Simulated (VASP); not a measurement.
A run of VASP 6.6.1 is set up as follows.

INCAR

```
  PREC = Accurate
  ENCUT = 520
  EDIFF = 1E-6
  ISMEAR = -1
  SIGMA = 0.0716
  LREAL = False
  LASPH = True
  NELM = 60
  ALGO = Normal
  ISIF = 2
  LWAVE = False
  LCHARG = False
  GGA = PE
  NBANDS = 15
```

KPOINTS

```
regular mesh
0
Gamma
  6 6 6
```

File POSCAR:

```
TaAs
1.0
    0.0000000000      2.5744790000      2.5744790000
    2.5744790000      0.0000000000      2.5744790000
    2.5744790000      2.5744790000      0.0000000000
Ta As
1 1
Direct
    0.0000000000      0.0000000000      0.0000000000
    0.5000000000      0.5000000000      0.5000000000
```

Potentials or basis: VASP PAW PBE potentials, release 64 (Ta_pv, As).

Launch:

```bash
$ cat potpaw_PBE.64/Ta_pv/POTCAR potpaw_PBE.64/As/POTCAR > POTCAR
$ mpirun -np 1 vasp_std > vasp.out
```

Estimate the band gap on the k mesh.

none (metal or under the smearing width).

What does it give for the pressure?

13.5 GPa.

The run has no spin-orbit coupling, so splittings on Ta are missing.
